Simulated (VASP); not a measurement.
# Ca4F (Pm-3m) in VASP: notebook

One crystal, Ca4F, is run at these levels: PBE; tasks: single point, relaxation of cell and atoms.

Program: VASP 6.6.1. These are calculated values, not measurements. Logs are shortened: lines on timing, memory, paths and dates and some standing lists are left out, and cuts for length are marked.

### 1 The cell of the first run

The structure is cubic, space group Pm-3m (No. 221). The conventional cell has a = 5.423 Å, b = 5.423 Å, c = 5.423 Å, α = 90.00°, β = 90.00°, γ = 90.00°. Ca (site symmetry m-3m) is surrounded by 12 Ca at 3.83 Å. Around Ca (site symmetry 4/mmm) lie 2 F at 2.71 Å. F (site symmetry m-3m) has 6 Ca at 2.71 Å as nearest neighbours.

The cell was built by a generator and needn't be a form met in nature.

### 2 Single point, PBE (species swapped into the Mn4N type (Pm-3m, No. 221))

Contents of INCAR:

```
PREC = Accurate ; ENCUT = 520
EDIFF = 1E-6 ; ISMEAR = 0
SIGMA = 0.1 ; LREAL = False
LASPH = True ; NELM = 80
ALGO = Fast ; ISIF = 2
LWAVE = False ; LCHARG = False
GGA = PE ; NBANDS = 32
```

Contents of KPOINTS:

```
Automatic mesh
0
Gamma
  8 8 8
```

Contents of POSCAR:

```
Ca4F
1.0
    5.4231426493      0.0000000000      0.0000000000
    0.0000000000      5.4231426493      0.0000000000
    0.0000000000      0.0000000000      5.4231426493
Ca F
4 1
Direct
    0.0000000000      0.0000000000      0.0000000000
    0.5000000000      0.5000000000      0.0000000000
    0.5000000000      0.0000000000      0.5000000000
    0.0000000000      0.5000000000      0.5000000000
    0.5000000000      0.5000000000      0.5000000000
```

Potentials or basis: VASP PAW PBE potentials, release 64 (Ca_sv, F).

Launch:

```sh
cat potpaw_PBE.64/Ca_sv/POTCAR potpaw_PBE.64/F/POTCAR > POTCAR
mpirun -np 1 vasp_std > vasp.out
```

OUTCAR:

```text
PREC = Accurate
   ENCUT = 520
   EDIFF = 1E-6
   ISMEAR = 0
   LREAL = False
   LASPH = True
   NELM = 80
   ISIF = 2
   GGA = PE

 ion  position               nearest neighbor table
   1  0.000  0.000  0.000-
   2  0.500  0.500  0.000-
   3  0.500  0.000  0.500-
   4  0.000  0.500  0.500-
   5  0.500  0.500  0.500-

  LATTYP: Found a simple cubic cell.
 ALAT       =     5.4231426493

  Lattice vectors:

 A1 = (   5.4231426493,   0.0000000000,   0.0000000000)
 A2 = (   0.0000000000,   5.4231426493,   0.0000000000)
 A3 = (   0.0000000000,   0.0000000000,   5.4231426493)

Analysis of symmetry for initial positions (statically):
=====================================================================
 Subroutine PRICEL returns:
 Original cell was already a primitive cell.

 Routine SETGRP: Setting up the symmetry group for a
 simple cubic supercell.

 Subroutine GETGRP returns: Found 48 space group operations
 (whereof 48 operations were pure point group operations)
 out of a pool of 48 trial point group operations.

The static configuration has the point symmetry O_h .

Analysis of symmetry for dynamics (positions and initial velocities):
=====================================================================
 Subroutine PRICEL returns:
 Original cell was already a primitive cell.

 Routine SETGRP: Setting up the symmetry group for a
 simple cubic supercell.

 Subroutine GETGRP returns: Found 48 space group operations
 (whereof 48 operations were pure point group operations)
 out of a pool of 48 trial point group operations.

The dynamic configuration has the point symmetry O_h .

 Subroutine INISYM returns: Found 48 space group operations
 (whereof 48 operations are pure point group operations),
 and found     1 'primitive' translations

----------------------------------------------------------------------------------------

                                     Primitive cell

  volume of cell :     159.4972

  direct lattice vectors                    reciprocal lattice vectors
     5.423142649  0.000000000  0.000000000     0.184394928  0.000000000  0.000000000
     0.000000000  5.423142649  0.000000000     0.000000000  0.184394928  0.000000000
     0.000000000  0.000000000  5.423142649     0.000000000  0.000000000  0.184394928

  length of vectors
     5.423142649  5.423142649  5.423142649     0.184394928  0.184394928  0.184394928

  position of ions in fractional coordinates (direct lattice)
     0.000000000  0.000000000  0.000000000
     0.500000000  0.500000000  0.000000000
     0.500000000  0.000000000  0.500000000
     0.000000000  0.500000000  0.500000000
     0.500000000  0.500000000  0.500000000

  ion indices of the primitive-cell ions
   primitive index   ion index
                 1           1
                 2           2
                 3           3
                 4           4
                 5           5

----------------------------------------------------------------------------------------

 KPOINTS: Automatic mesh

Automatic generation of k-mesh.
 Grid dimensions read from file:
 generate k-points for:    8    8    8

 Generating k-lattice:

  Cartesian coordinates                     Fractional coordinates (reciprocal lattice)
     0.023049366  0.000000000  0.000000000     0.125000000  0.000000000  0.000000000
     0.000000000  0.023049366  0.000000000     0.000000000  0.125000000  0.000000000
     0.000000000  0.000000000  0.023049366     0.000000000  0.000000000  0.125000000

  Length of vectors
     0.023049366  0.023049366  0.023049366

  Shift w.r.t. Gamma in fractional coordinates (k-lattice)
     0.000000000  0.000000000  0.000000000

 Subroutine IBZKPT returns following result:
 ===========================================

 Found     35 irreducible k-points:

 Following reciprocal coordinates:
            Coordinates               Weight
  0.000000  0.000000  0.000000      1.000000
  0.125000  0.000000  0.000000      6.000000
  0.250000  0.000000  0.000000      6.000000
  0.375000  0.000000  0.000000      6.000000
  0.500000  0.000000  0.000000      3.000000
  0.125000  0.125000  0.000000     12.000000
[... 16 lines left out ...]
  0.375000  0.375000  0.125000     24.000000
  0.500000  0.375000  0.125000     24.000000
 [... further k-points ...]
   k-points           NKPTS =     35   k-points in BZ     NKDIM =     35   number of bands    NBANDS=     32
   number of dos      NEDOS =    301   number of ions     NIONS =      5
   total plane-waves  NPLWV =  64000
   dimension x,y,z NGX =    40 NGY =   40 NGZ =   40
   dimension x,y,z NGXF=    80 NGYF=   80 NGZF=   80
   ions per type =               4   1
   NGX,Y,Z   is equivalent  to a cutoff of  12.26, 12.26, 12.26 a.u.
   NGXF,Y,Z  is equivalent  to a cutoff of  24.52, 24.52, 24.52 a.u.
 SYSTEM =  unknown system
   PREC   = accura    normal or accurate (medium, high low for compatibility)
   ISTART =      0    job   : 0-new  1-cont  2-samecut
   ICHARG =      2    charge: 1-file 2-atom 10-const
   ISPIN  =      1    spin polarized calculation?
   LNONCOLLINEAR =      F non collinear calculations
   LSORBIT =      F    spin-orbit coupling
   LASPH  =      T    aspherical Exc in radial PAW
   ENCUT  =  520.0 eV  38.22 Ry    6.18 a.u.  10.08 10.08 10.08*2*pi/ulx,y,z
   NELM   =     80;   NELMIN=  2; NELMDL= -5     # of ELM steps
   EDIFF  = 0.1E-05   stopping-criterion for ELM
   LREAL  =      F    real-space projection
[... 7 lines left out ...]
   TEBEG  =    0.0;   TEEND  =   0.0 temperature during run
   PSTRESS=    0.0 pullay stress
   NELECT =      47.0000    total number of electrons
   NUPDOWN=      -1.0000    fix difference up-down
   EMIN   =  10.00;   EMAX   =-10.00  energy-range for DOS
   EFERMI =   0.00;   METHOD = LEGACY
   ISMEAR =     0;   SIGMA  =   0.10  broadening in eV -4-tet -1-fermi 0-gaus
   EFERMI_NEDOS =   21; number of points for ismear=-14 and -15
   IALGO  =     68    algorithm
   IMIX   =      4    mixing-type and parameters
     AMIX     =   0.40;   BMIX     =  1.00
     AMIX_MAG =   1.60;   BMIX_MAG =  1.00
  volume/ion in A,a.u.               =      31.90       215.27
  Fermi-wavevector in a.u.,A,eV,Ry     =   1.089406  2.058679 16.147468  1.186805
  Thomas-Fermi vector in A             =   2.225609
   LORBIT       =      0    0 simple, 1 ext, 2 COOP (PROOUT), +10 PAW based schemes
   GGA     = PE    functional components
   LHFCALC =     F    Hartree Fock is set to
   AEXX    =    0.0000 exact exchange contribution
   IVDW    =     0    specifies the selected vdW correction
   LEPSILON=     F    determine dielectric tensor
   LRPA    =     F    only Hartree local field effects (RPA)
 non-spin polarized calculation
 RMM-DIIS sequential band-by-band and
 Gauss-broadening in eV      SIGMA  =   0.10
  energy-cutoff  :      520.00
  volume of cell :      159.50
 maximum number of plane-waves:      4337
   NGX = 21   NGY = 21   NGZ = 21

 number of electron      47.0000003 magnetization

 Free energy of the ion-electron system (eV)
  ---------------------------------------------------
  ext. energy  EPLUGINS =         0.00000000
  ---------------------------------------------------
  free energy    TOTEN  =       -14.46989568 eV

  energy without entropy =      -14.45396420  energy(sigma->0) =      -14.46192994

 E-fermi :   2.7364     XC(G=0):  -8.1727

 val. band max:        2.7258692455   @ k =   0.5000   0.5000   0.3750
 cond. band min:       2.7432991649   @ k =   0.5000   0.3750   0.2500
 fundamental gap:      0.0174299194
 Fermi energy:         2.7364289268

 k-point     1 :       0.0000    0.0000    0.0000
  band No.  band energies     occupation
      1     -39.5419      2.00000
      2     -39.5233      2.00000
      3     -39.5233      2.00000
      4     -39.0080      2.00000
      5     -22.4427      2.00000
      6     -20.6203      2.00000
[... 24 lines left out ...]
     31       4.8936      0.00000
     32       4.8936      0.00000

 k-point     2 :       0.1250    0.0000    0.0000
  band No.  band energies     occupation
      1     -39.5413      2.00000
      2     -39.5239      2.00000
      3     -39.5232      2.00000
      4     -39.0080      2.00000
      5     -22.4513      2.00000
      6     -20.6183      2.00000
[... 24 lines left out ...]
     31       4.7959      0.00000
     32       4.9367      0.00000

 k-point     3 :       0.2500    0.0000    0.0000
  band No.  band energies     occupation
      1     -39.5395      2.00000
      2     -39.5256      2.00000
      3     -39.5232      2.00000
      4     -39.0081      2.00000
      5     -22.4722      2.00000
      6     -20.6131      2.00000
[... 24 lines left out ...]
     31       4.7412      0.00000
     32       5.0644      0.00000

 k-point     4 :       0.3750    0.0000    0.0000
  band No.  band energies     occupation
      1     -39.5371      2.00000
      2     -39.5279      2.00000
      3     -39.5232      2.00000
      4     -39.0081      2.00000
      5     -22.4924      2.00000
      6     -20.6074      2.00000
[... 24 lines left out ...]
     31       4.9577      0.00000
     32       5.2790      0.00000

 k-point     5 :       0.5000    0.0000    0.0000
  band No.  band energies     occupation
      1     -39.5356      2.00000
      2     -39.5293      2.00000
      3     -39.5232      2.00000
      4     -39.0081      2.00000
      5     -22.5007      2.00000
      6     -20.6049      2.00000
[... 584 lines left out ...]
     31       4.9444      0.00000
     32       5.1168      0.00000

 k-point    22 :       0.5000    0.2500    0.1250
  band No.  band energies     occupation
      1     -39.5334      2.00000
      2     -39.5293      2.00000
      3     -39.5253      2.00000
      4     -39.0081      2.00000
      5     -22.5378      2.00000
      6     -20.5874      2.00000
[... 24 lines left out ...]
     31       4.9203      0.00000
     32       5.3132      0.00000

 k-point    23 :       0.3750    0.3750    0.1250
  band No.  band energies     occupation
      1     -39.5329      2.00000
      2     -39.5283      2.00000
      3     -39.5266      2.00000
      4     -39.0081      2.00000
      5     -22.5493      2.00000
      6     -20.5846      2.00000
[... 24 lines left out ...]
     31       4.7748      0.00000
     32       5.1918      0.00000

 k-point    24 :       0.5000    0.3750    0.1250
  band No.  band energies     occupation
      1     -39.5315      2.00000
      2     -39.5292      2.00000
      3     -39.5271      2.00000
      4     -39.0081      2.00000
      5     -22.5573      2.00000
      6     -20.5823      2.00000
[... 24 lines left out ...]
     31       4.6569      0.00000
     32       5.2174      0.00000

 [... further k-points ...]

------------------------ aborting loop because EDIFF is reached ----------------------------------------

  FORCE on cell =-STRESS in cart. coord.  units (eV):
  Direction    XX          YY          ZZ          XY          YZ          ZX
  --------------------------------------------------------------------------------------
  -------------------------------------------------------------------------------------
  Total       -0.0280752     -0.0280752     -0.0280752     -0.0000000      0.0000000     -0.0000000
  in kB       -0.2820205     -0.2820205     -0.2820205     -0.0000000      0.0000000     -0.0000000
  external PRESSURE =      -0.2820205 kB  Pullay stress =       0.0000000 kB

 VOLUME and BASIS-vectors are now :
 -----------------------------------------------------------------------------
  energy-cutoff  :      520.00
  volume of cell :      159.50
      direct lattice vectors                 reciprocal lattice vectors
     5.423142649  0.000000000  0.000000000     0.184394928  0.000000000  0.000000000
     0.000000000  5.423142649  0.000000000     0.000000000  0.184394928  0.000000000
     0.000000000  0.000000000  5.423142649     0.000000000  0.000000000  0.184394928

 POSITION                                       TOTAL-FORCE (eV/Angst)
 -----------------------------------------------------------------------------------
      0.00000      0.00000      0.00000         0.000000      0.000000      0.000000
      2.71157      2.71157      0.00000         0.000000      0.000000      0.000000
      2.71157      0.00000      2.71157         0.000000      0.000000      0.000000
      0.00000      2.71157      2.71157         0.000000      0.000000      0.000000
      2.71157      2.71157      2.71157         0.000000      0.000000      0.000000
 -----------------------------------------------------------------------------------
    total drift:                                0.000000      0.000000     -0.000000

  FREE ENERGIE OF THE ION-ELECTRON SYSTEM (eV)
  ---------------------------------------------------
  free  energy   TOTEN  =       -14.4698956836 eV

  energy  without entropy=      -14.4539641984  energy(sigma->0) =      -14.46192994
```

Wall time 3.7 min (1 thread of Intel Xeon Platinum 8375C at 2.90GHz (Ice Lake), shared host); peak memory 0.33 GiB.

Results:

| Item | Value |
| --- | --- |
| Free energy | -14.4699 eV |
| Pressure | 0.0 GPa |
| Band gap on the k mesh | none (metal or under the smearing width) |

Caveat: an odd number of electrons without spin polarisation forces a metal; a magnetic or distorted state may lie lower.

(Part 1 of 2 ends here.)
